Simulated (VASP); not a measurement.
Set up this calculation in VASP 6.6.1, as the native input.

```yaml
Task: relaxation of the atoms
Functional: PBEsol
Potentials_or_basis: VASP PAW PBE potentials, release 64 (Ti_sv, C)
Cutoff: 520 eV
k_mesh: 10 × 10 × 1
Occupations: methfessel-paxton, width 0.1 eV
Spin: no spin polarisation
Dipole_correction: yes
Further_INCAR_settings: ALGO = Normal; EDIFF = 1e-06; IBRION = 2; EDIFFG = -0.015; NSW = 100
```

The structure of TiC lies in POSCAR:

```
TiC
1.0
    3.0537113450      0.0000000000      0.0000000000
    0.0000000000      3.0537113450      0.0000000000
    0.0000000000      0.0000000000     18.1593000000
Ti C
2 2
Direct
    0.5000000000      0.5000000000      0.4405456157
    0.0000000000      0.0000000000      0.5594543843
    0.0000000000      0.0000000000      0.4405456157
    0.5000000000      0.5000000000      0.5594543843
```

The input as run:

INCAR

```
ALGO     = Normal         # electronic algorithm
DIPOL    = 0.5 0.5 0.500
EDIFF    = 1E-6           # SCF threshold, eV
EDIFFG   = -0.015         # ionic threshold
ENCUT    = 520            # plane-wave cutoff, eV
GGA      = PS             # functional
IBRION   = 2              # ionic algorithm
IDIPOL   = 3            
ISIF     = 2              # what is computed and relaxed
ISMEAR   = 1              # smearing method
KPAR     = 8            
LASPH    = T              # aspherical terms in the spheres
LCHARG   = F              # write CHGCAR
LDIPOL   = T            
LREAL    = F              # projectors in reciprocal space
LWAVE    = F              # write WAVECAR
NELM     = 80             # most SCF steps
NSW      = 100            # ionic steps
PREC     = Accurate       # precision mode
SIGMA    = 0.1            # smearing width, eV
```

KPOINTS

```
k-points
0
Gamma
  10 10 1
```

Potentials or basis: VASP PAW PBE potentials, release 64 (Ti_sv, C).

Run with:

```sh
$ cat potpaw_PBE.64/Ti_sv/POTCAR potpaw_PBE.64/C/POTCAR > POTCAR
$ mpirun -np 8 vasp_std > vasp.out
```

Results of the run:

| Property | Result |
| --- | --- |
| Energy gained by relaxing | 26.3 meV/atom |
| Ionic steps | 8 |
| Largest force after relaxing | 0.013 eV/Å |
| Band gap on the k mesh | none (metal or under the smearing width) |

Caveat: the PAW data sets were made with another functional, which shifts forces and pressure a little.

Wall time 73 s on 8 MPI ranks on Intel(R) Xeon(R) Platinum 8488C (Sapphire Rapids), with other jobs on the host, peak memory 0.35 GiB a rank.
